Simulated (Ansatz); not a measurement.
**Au(111) / 1 layer Re(0001) / Au(111): resistance against film thickness**

How does the resistance across the layers grow with the film in Au(111) / 1 layer Re(0001) / Au(111)?

Calculated with Ansatz 0.2.0; Ansatz plane-wave DFT, PBE, PAW files; ballistic transport by layer matching (Landauer), zero bias.

**1. Starting point**

The cell holds 9 atoms: 8 Au and 1 Re. Its edges and angles: a = 2.884 Å, b = 2.884 Å, c = 20.880 Å, α = 90.0°, β = 90.0°, γ = 120.0°. It derives from Au and Re. Regions: lead, 8 atoms (8 Au); films, 1 atom (1 Re). The structure is stacked along c, and the current runs across the ab planes.

**2. With 1 layer**

The film is laid into the lead at the lead's in-plane lattice, and the cell closes on the lead's own image. The mesh across the current, 30×30, is finer than the density's, because channels open and close sharply across the zone. Energies from -1 to 1 eV in steps of 0.036 eV cover the slope of the Fermi function at 300 K, so the program can form a conductance.

File input.yaml:

```yaml
crystal:
  lattice:
    - [2.8837582304, 0.0, 0.0]
    - [-1.4418791152, 2.4974078859, 0.0]
    - [0.0, 0.0, 20.8796928431]
  atoms:
    - { symbol: Au, position: [0.0, 0.0, 0.0563844199] }
    - { symbol: Au, position: [0.3333333333, 0.6666666667, 0.1691532596] }
    - { symbol: Au, position: [0.6666666667, 0.3333333333, 0.2819220993] }
    - { symbol: Au, position: [0.0, 0.0, 0.394690939] }
    - { symbol: Re, position: [0.3333333333, 0.6666666667, 0.5] }
    - { symbol: Au, position: [0.6666666667, 0.3333333333, 0.605309061] }
    - { symbol: Au, position: [0.0, 0.0, 0.7180779007] }
    - { symbol: Au, position: [0.3333333333, 0.6666666667, 0.8308467404] }
    - { symbol: Au, position: [0.6666666667, 0.3333333333, 0.9436155801] }
kpoints:
  mp_grid: { grid: [15, 15, 2] }
hamiltonian:
  xc: pbe
scf:
  occupations: { method: fermi_dirac, width: 0.1 }
output:
  transmission: { leads: [[0, 1]], kmesh: [30, 30], e_range: [-1.0, 1.0], de: 0.036 }
  write_potential: true
  write_density: true
  volumetric_format: npy
  elf: true
```

Started as:

```
ansatz run input.yaml --threads 4 --pin off --max-ram 8192MiB --backend cpu --events-out ev --progress --plain --runs-dir out
```

Numbers of over 12 decimals in the logs are rounded to 6 here.

The program printed:

```text
Engine: ansatz 0.2.0, aarch64-unknown-linux-gnu
Pseudopotentials: kind: paw
Pseudopotential: Au, paw, valence charge 19, recommended cutoff 420 eV (normal), Au.paw.azcp
Pseudopotential: Re, paw, valence charge 15, recommended cutoff 420 eV (normal), Re.paw.azcp
Functional definition: PBE
  parameter kappa = 0.804
  parameter beta = 0.066725
  exchange = pbe_x(kappa = kappa, mu = beta*pi^2/3)
  correlation = pbe_c(beta = beta)
Crystal: 9 atoms, lattice volume = 150.374 Å³
Basis set: ecut = 420 eV, 2913 PW (Γ)
Bands: 101, of which v1, the nominal top of the filled ones, is band 84 counted from 1 (83 counted from 0)
Symmetry: 12 space group operations
Space group: P-3m1 (ITA 164), of the structure as read, at distance tolerance 5.3e-5 Å
k-points: 54 of 450
Non-local potential: Au, projectors of the file, l = 0: 3, l = 1: 2, l = 2: 2, l = 3: 1
Non-local potential: Re, projectors of the file, l = 0: 3, l = 1: 2, l = 2: 2, l = 3: 1
PAW form: soft (Blöchl's): semilocal exchange-correlation on the pseudo side does not see the compensation charge
PAW one-centre angular grid: Au, 590 points (default); XC on 64 Gauss nodes
PAW one-centre angular grid: Re, 590 points (default); XC on 64 Gauss nodes
Initial density: superposition of atomic densities (neutral atoms: chi_scale 0, normalization atom), corrected by the library's trained network
Initial wavefunctions: pseudopotential atomic-orbital guess
Functional: x = pbe(κ = 0.804, μ = 0.219515), c = pbe(β = 0.066725)
SCF iter   1: F=—  HF=-116061.427294 eV  |F-HF|=—  |Δ(HF+E_count)|=         —  Δρ=5.10e-3  dr2=1.53e0  ethr=1.77e-3  ⟨swp⟩=5.3  Hψ=17190  notcnv=0  defer=209
preconditioner: auto → Kerker (q_TF=auto, 2.776 Å⁻¹)  [metal: Δε(μ)=0.003 eV  Ē_g=10.184 eV  σ=0.100 eV  W_gap=0.01  n_scr=60 (ndim 8)  ℏωp=29.5 eV  f_vac=0.000  D(μ)=3.28/eV (n_scr^D=12)]
SCF iter   2: F=—  HF=-116061.421824 eV  |F-HF|=—  |Δ(HF+E_count)|=   5.47e-3  Δρ=3.29e-3  dr2=9.50e-1  ethr=9.14e-4  ⟨swp⟩=1.1  Hψ=6324  notcnv=0  defer=243
SCF iter   3: F=—  HF=-116061.401968 eV  |F-HF|=—  |Δ(HF+E_count)|=   1.99e-2  Δρ=1.18e-3  dr2=5.90e-2  ethr=5.69e-4  ⟨swp⟩=1.0  Hψ=5084  notcnv=0  defer=243
SCF iter   4: F=—  HF=-116061.399833 eV  |F-HF|=—  |Δ(HF+E_count)|=   2.14e-3  Δρ=3.99e-4  dr2=2.96e-3  ethr=3.53e-5  ⟨swp⟩=1.0  Hψ=5084  notcnv=0  defer=243
SCF iter   5: F=—  HF=-116061.399695 eV  |F-HF|=—  |Δ(HF+E_count)|=   1.38e-4  Δρ=1.32e-4  dr2=3.52e-4  ethr=1.77e-6  ⟨swp⟩=1.1  Hψ=5236  notcnv=0  defer=244
SCF iter   6: F=—  HF=-116061.399678 eV  |F-HF|=—  |Δ(HF+E_count)|=   1.66e-5  Δρ=4.81e-5  dr2=5.28e-5  ethr=2.11e-7  ⟨swp⟩=1.3  Hψ=5182  notcnv=0  defer=244
SCF iter   7: F=—  HF=-116061.399659 eV  |F-HF|=—  |Δ(HF+E_count)|=   1.95e-5  Δρ=1.83e-5  dr2=4.10e-6  ethr=3.16e-8  ⟨swp⟩=1.0  Hψ=5328  notcnv=0  defer=267
SCF iter   8: F=—  HF=-116061.399659 eV  |F-HF|=—  |Δ(HF+E_count)|=   3.76e-7  Δρ=6.83e-6  dr2=4.36e-7  ethr=2.45e-9  ⟨swp⟩=1.2  Hψ=5147  notcnv=0  defer=267
SCF iter   9: F=-116061.399658 eV  HF=-116061.399658 eV  |F-HF|=2.47e-8  |Δ(HF+E_count)|=   4.93e-8  Δρ=2.45e-6  dr2=2.90e-8  ethr=5.99e-11  ⟨swp⟩=8.6  Hψ=17800  notcnv=0
SCF 1 converged in 9 iterations: F = -116061.399658 eV  dr2 = 2.90e-8
  greatest PAW one-centre occupation: 1.000 electrons in one spin orbital (limit 2), on the Au atom at site 5 (counted from 0), in its partial waves of l = 0
transmission: 328 of 3276 steps passed
transmission: 656 of 3276 steps passed
[...]
transmission: 3276 of 3276 steps passed
SCF converged after 9 iterations
Free energy (F): -116061.399658 eV
Harris-Foulkes:  -116061.399658 eV  (|F-HF|=2.47e-8)
Internal energy: -116061.279448 eV  (E = F + TS)
E sigma→0 (E₀):  -116061.339553 eV
Entropy (-TS):   -0.120211 eV (-13.357 meV/atom)
Fermi energy:    21.234664 eV
--- Per-component energies (eV) ---
  E_band       = -1707.703076
  E_kinetic    = 5379.243504
  E_local      = -14451.585232  (includes V_loc(G=0)·N_el)
  E_nonlocal   = 641.065623
  E_hartree    = 6132.351878
  E_xc         = -2229.589881
  E_vxc        = -2508.400893  (∫ρ·V_xc dr)
  E_paw        = -86311.114400  (= ΣΔE_a)
  E_vpaw       = -3032.734503  (= ΣTr[D̂ρ^β])
  E_aug_tail   = 0.011849  (compensation charges beyond the density's cutoff)
  E_ewald      = -25221.662789
  E_smearing   = -0.120211  (= −TS)
  E_closure    = 0.000000  (closes the sum)
  Σ components = -116061.399658   (vs F -116061.399658, Δ=0.00e0)
--- Band table (eV; the first three rows and the last of 54) ---
  k-point 0: bands = [... 80 lower, 18.8073, 18.8073, 19.1038, 19.1038, 19.7521, 19.7575, 20.3255, 20.3255, ... 13 higher]
  k-point 1: bands = [... 80 lower, 18.8542, 18.8542, 19.0116, 19.0876, 19.0876, 20.3256, 20.3256, 20.3566, ... 13 higher]
  k-point 2: bands = [... 80 lower, 18.7148, 18.8460, 19.1050, 19.1061, 19.8971, 20.3542, 20.4389, 20.5305, ... 13 higher]
  k-point 53: bands = [... 80 lower, 21.9768, 23.7529, 23.7846, 23.7846, 23.9394, 23.9394, 24.2110, 24.8331, ... 13 higher]
--- Transmission ---
  basis      : 61 plane waves across, 36 finite elements along
  points     : 91, standing for a mesh of 30 x 30
  filling    : by the input's occupations and mesh, since the crystals that have channels conduct as metals do. If one of these is a semiconductor, that mesh has misplaced its level
  energies   : 56 from -1.000000 to 0.980000 eV about the Fermi level, 0.036000 eV apart; the leads are filled to 0.000000 eV, and channels, transmission and decay are at 0.008000 eV
  crystal 0  : Au1, at the sites [0, 1], period 2.3546 Å, over 18.84 Å; its Hamiltonian steps by up to 10.4 meV
    offset         : up to 0.0000 Å between an atom of the period and one for which it stands
    filled         : 40.3 meV over the level at which it is neutral
    channels       : 7.966667e-1 a spin
    conductance    : 8.5504e14 S/m² at 300 K; may be off by some 0.0 % by where its bands' edges are placed, 4.2 % from the k-mesh, 0.4 % from the distance to neutral
    slowest decay  : 0.0848 /Å at (0.0667, 0.0000)
  junction   : crystal 0 to crystal 0, 0.70 to 19.22 Å
    transmission   : 4.332244e-1 a spin
    conductance    : 4.6385e14 S/m² at 300 K (4.2856e14 on every other point, 4.6415e14 on every other energy)
    error estimate : 0.1 % from the energy spacing and 0.0 % from band edges of the leads and from resonances (wavevectors taken as independent; lower de), 6.6 % from the k-mesh, 2.2 % from the steps of its leads' Hamiltonians or their offsets (lay more layers), 0.7 % from the distance to neutral
    resistance     : 9.8634e-4 Ω µm² beyond half of each lead's own
```

Run time: 88 s. Hardware: 4 threads of Arm Neoverse V1, shared host; peak memory 0.92 GiB.

In the SCF lines HF is the Harris–Foulkes energy and dr2 the Hartree energy of the density residual, in eV; the loop may stop once dr2 is under the threshold and the program's other checks hold. Hψ counts applications of the Hamiltonian.

Numbers from this step:

```yaml
free_energy: -116061.3997 eV
energy_at_zero_smearing: -116061.3396 eV
fermi_energy: 21.23 eV
cell_area: 7.202 Å²
step_of_the_lead_s_potential: 10.4 meV
ballistic_conductance_of_the_lead: 8.55e14 S/m²
estimated_errors_of_the_lead_s_conductance: 0, 4.2, 0.4 % (band edges, k-mesh, distance from neutral)
lead_conductance_per_cell: 0.7948 G₀
conductance_of_the_junction: 4.64e14 S/m²
junction_conductance_per_cell: 0.4312 G₀
estimated_errors_of_the_junction_s_conductance: 0.1, 0, 6.6, 2.2, 0.7 % (energy step, band edges, k-mesh, leads' steps, distance from neutral)
area_resistance_that_the_stack_adds_contact_term_taken_off_spin_by_spin: 0.9863 fΩ m²
```

Per spin. The transmission, zone mean by energy, zero at the Fermi level:

energy (eV), transmission, zone mean and a bar from the least value:
```
   -1.000      0.404 
   -0.964      0.406 
   -0.892      0.434 #####
   -0.856      0.433 #####
   -0.784      0.440 ######
   -0.748      0.443 #######
   -0.712      0.453 #########
   -0.676      0.451 #########
   -0.640      0.447 ########
   -0.568      0.438 ######
   -0.532      0.449 ########
   -0.460      0.438 ######
   -0.424      0.446 ########
   -0.352      0.461 ##########
   -0.316      0.441 #######
   -0.244      0.431 #####
   -0.208      0.419 ###
   -0.136      0.421 ###
   -0.100      0.422 ###
   -0.028      0.429 #####
    0.008      0.433 #####
    0.080      0.432 #####
    0.116      0.439 ######
    0.188      0.443 #######
    0.224      0.447 ########
    0.296      0.457 ##########
    0.332      0.463 ###########
    0.404      0.473 #############
    0.440      0.474 #############
    0.512      0.475 #############
    0.548      0.476 #############
    0.620      0.486 ###############
    0.656      0.488 ###############
    0.728      0.485 ###############
    0.764      0.489 ################
    0.836      0.511 ###################
    0.872      0.522 ######################
    0.944      0.544 ##########################
    0.980      0.568 ##############################
```

Per spin. Table of open channels, zone mean, lead by energy, zero at the Fermi level:

```csv
energy (eV),"open channels, zone mean, lead"
-1.000,0.657
-0.928,0.683
-0.856,0.697
-0.784,0.71
-0.712,0.723
-0.676,0.723
-0.604,0.723
-0.532,0.737
-0.460,0.737
-0.388,0.763
-0.316,0.79
-0.244,0.783
-0.172,0.783
-0.100,0.783
-0.028,0.797
0.008,0.797
0.080,0.783
0.152,0.803
0.224,0.843
0.296,0.837
0.368,0.837
0.440,0.837
0.512,0.837
0.584,0.837
0.656,0.837
0.692,0.837
0.764,0.85
0.836,0.877
0.908,0.87
0.980,0.873
```

Transmission over k1 and k2. At 0.0080 eV from the Fermi level.

Ten even steps from '0' (0.00) to '9' (1.00), each cell a mean:
```
689931998883399875100000000004
899963973248647998500000000000
446634984015885466420000000000
435568996312589865534200000000
898899997421368999988950000000
995246776531135777642598100000
696102344431012444321048810000
338632112221000122111247912000
844886431000000000012468923921
697479864200000000013579936986
789838986420000000013578963997
668964997531000000001356895589
833943996421000000000123579646
400231984311111100011111235781
400001883012344320013443210169
800000398314566642113566653159
900000018977899875212578988779
600000000466777998521379997775
300000000002355469841158953552
800000000000799864883137935999
630000000000168998358778924998
765722666622767777824899823977
```
Columns: k1 (b1) from -0.5 to 0.467; rows upwards: k2 (b2) from -0.5 to 0.467.

Open channels over k1 and k2. At 0.0080 eV from the Fermi level.

Ten even steps from '0' (0.00) to '9' (1.00), each cell a mean:
```
999999999999999999900000000079
999999999999999999900000000004
999999999999999999970000000000
999999999999999999999300000000
999999999999999999999960000000
999999999999999999999998100000
999999999999999999999999930000
999999999999999999999999996000
999999999999977799999999999999
999999999999900059999999999999
999999999999900002999999999999
999999999999992000999999999999
999999999999999555999999999999
911199999999999999999999999999
900006999999999999999999999999
900000399999999999999999999999
900000018999999999999999999999
900000000599999999999999999999
900000000039999999999999999999
910000000000999999999999999999
994000000000999999999999999999
999777777777999999999999999999
```
Columns: k1 (b1) from -0.5 to 0.467; rows upwards: k2 (b2) from -0.5 to 0.467.

Electrostatic potential energy in the ca plane at fractional y = 0.667, with atoms of Au and Re within 0.2 Å of it. With pseudopotentials it is smooth inside the atoms' cores, unlike the true potential.

Values in eV, 5 rows by 16 columns, each cell a mean:
```
  6  22  20  22   3  14  10   6  21  19  18   0  18   4  13  22
 13  19   7  20  11  18  15  12  15   5  18   9  20  11  17  15
 22   4 -27  11  21  23  22  21  -6 -29  14  21  23  22  22  -9
 22   1 -28   9  22  23  23  22 -10 -30  12  22  24  23  22 -13
 17  15  -7  18  16  20  19  16   8  -9  17  15  22  16  19   7
```
Columns run along c (16.0 Å, from fractional 0.06 to 0.83 of the cell; values clipped at the 3rd and 97th percentile), rows up along a (2.9 Å). Atoms in or near the plane, at fractional coordinates: Au at (0.17, 0.33), Re at (0.50, 0.33).

ELF in the ca plane at fractional y = 0.667, with atoms of Au and Re within 0.2 Å of it. It is the smooth field of the valence electrons, not physical close to the nuclei.

Ten even steps from '0' (0.12) to '9' (0.72), each cell a mean:
```
53211111111344321235422333332245421234431111
54211111111344321245422333332245421234531111
32112343211233211133322134312233311123321123
11113676421111100112222379832222110011111246
11125798631111000001122696972211000001111268
11125898631111000001122795972211000001111268
11114677521111100011222389842221110011111257
32112344211233211123322135312223211123321124
```
Columns run along c (16.0 Å, from fractional 0.06 to 0.83 of the cell), rows up along a (2.9 Å). Atoms in or near the plane, at fractional coordinates: Au at (0.17, 0.33), Re at (0.50, 0.33).

Valence density in the ca plane at fractional y = 0.667, with atoms of Au and Re within 0.2 Å of it. It is the smooth field of the valence electrons, not physical close to the nuclei.

Ten steps, logarithmic in the rise over the least value, from '0' (0 e/Å³) to '9' (13 e/Å³), each cell a mean:
```
54211122111355421245432122211345431235532112
54211122111355421245432122211345431235532112
43212454311234311234322244422234321134421124
21124787521122100122222467642222210012211257
11126899731111000011113688863111100001111379
11126899731111000001113688863111000001111379
21125788631122100112212477752122110012211258
33112455311233211233322245422233321123321134
```
Columns run along c (16.0 Å, from fractional 0.06 to 0.83 of the cell), rows up along a (2.9 Å). Atoms in or near the plane, at fractional coordinates: Au at (0.17, 0.33), Re at (0.50, 0.33).

The lead's potential steps by 10 meV from period to period, small in itself. The program estimates the junction's conductance to 6.6 % from the k-mesh, 0.7 % from the leads' distance from neutral and 2.2 % from their steps.

By hand: 1/G − 1/G_lead = 1/0.4638 − 1/0.8550 = 0.986 fΩ m² with G in 10¹⁵ S/m².

**3. With 3 layers, k-mesh 15×15×1, film layers 3**

The stack now holds 3 film layers; the k-mesh follows the cell, and the energies span -0.27 to 0.27 eV.

System of this step: Au(111) / 3 layers Re(0001) / Au(111). The cell holds 11 atoms: 8 Au and 3 Re. Its edges and angles: a = 2.884 Å, b = 2.884 Å, c = 24.966 Å, α = 90.0°, β = 90.0°, γ = 120.0°. It derives from Au and Re. Regions: lead, 8 atoms (8 Au); films, 3 atoms (3 Re). The structure is stacked along c, and the current runs across the ab planes.

File input.yaml:

```yaml
crystal:
  lattice:
    - [2.8837582304, 0.0, 0.0]
    - [-1.4418791152, 2.4974078859, 0.0]
    - [0.0, 0.0, 24.9658187643]
  atoms:
    - { symbol: Au, position: [0.0, 0.0, 0.0471560488] }
    - { symbol: Au, position: [0.3333333333, 0.6666666667, 0.1414681464] }
    - { symbol: Au, position: [0.6666666667, 0.3333333333, 0.2357802439] }
    - { symbol: Au, position: [0.0, 0.0, 0.3300923415] }
    - { symbol: Re, position: [0.3333333333, 0.6666666667, 0.4181655935] }
    - { symbol: Re, position: [0.6666666667, 0.3333333333, 0.5] }
    - { symbol: Re, position: [0.3333333333, 0.6666666667, 0.5818344065] }
    - { symbol: Au, position: [0.6666666667, 0.3333333333, 0.6699076585] }
    - { symbol: Au, position: [0.0, 0.0, 0.7642197561] }
    - { symbol: Au, position: [0.3333333333, 0.6666666667, 0.8585318536] }
    - { symbol: Au, position: [0.6666666667, 0.3333333333, 0.9528439512] }
kpoints:
  mp_grid: { grid: [15, 15, 1] }
hamiltonian:
  xc: pbe
scf:
  occupations: { method: fermi_dirac, width: 0.1 }
output:
  transmission:
    leads: [[0, 1]]
    kmesh: [30, 30]
    e_range: [-0.27, 0.27]
    de: 0.036
  write_potential: true
  write_density: true
  volumetric_format: npy
```

The program printed:

```text
[...]
Crystal: 11 atoms, lattice volume = 179.802 Å³
Basis set: ecut = 420 eV, 3527 PW (Γ)
Bands: 119, of which v1, the nominal top of the filled ones, is band 99 counted from 1 (98 counted from 0)
Symmetry: 6 space group operations
[...]
k-points: 27 of 225 (time reversal used)
[...]
--- Transmission ---
  basis      : 61 plane waves across, 43 finite elements along
  points     : 91, standing for a mesh of 30 x 30
[...]
filled         : 21.1 meV over the level at which it is neutral
    channels       : 7.966667e-1 a spin
[...]
slowest decay  : 0.0837 /Å at (0.0667, 0.0000)
  junction   : crystal 0 to crystal 0, 0.70 to 23.31 Å
    transmission   : 3.127243e-1 a spin
[...]
resistance     : 1.8281e-3 Ω µm² beyond half of each lead's own
[key lines of the parts left out:]
SCF converged after 10 iterations
Free energy (F): -137797.468152 eV
Fermi energy:    21.685603 eV
```

It took 52 s on 4 threads; peak memory 0.94 GiB.

Numbers from this step:

- free energy: -137797.4682 eV
- energy at zero smearing: -137797.3744 eV
- Fermi energy: 21.69 eV
- step of the lead's potential: 5.9 meV
- ballistic conductance of the lead: 8.54e14 S/m²
- estimated errors of the lead's conductance: 0, 4.1, 0.2 % (band edges, k-mesh, distance from neutral)
- lead conductance per cell: 0.7938 G₀
- conductance of the junction: 3.33e14 S/m²
- junction conductance per cell: 0.3099 G₀
- estimated errors of the junction's conductance: 0.1, 0, 9.9, 4.7, 0.8 % (energy step, band edges, k-mesh, leads' steps, distance from neutral)
- area resistance that the stack adds (contact term taken off, spin by spin): 1.828 fΩ m²

Per spin. Transmission, zone mean against energy, zero at the Fermi level:

```csv
energy (eV),"transmission, zone mean"
-0.270,0.247
-0.234,0.243
-0.198,0.278
-0.162,0.301
-0.126,0.298
-0.090,0.302
-0.054,0.301
-0.018,0.307
0.018,0.313
0.054,0.315
0.090,0.330
0.126,0.327
0.162,0.321
0.198,0.345
0.234,0.340
0.270,0.294
```

The conductance of the junction is 3.3e14 S/m², 28 % under the 4.6e14 S/m² of the last finished run.

(Part 1 of 2 ends here.)

[Logs are printed without paths, hosts, clocks, repeated set-up lines and the standing remarks that a program may print on its own settings, such as how far it seeks lower states.]

[Hosts, paths, dates, database ids (printed as entryN), source tags and the programs' standing remarks are cut or masked in the printed files.]
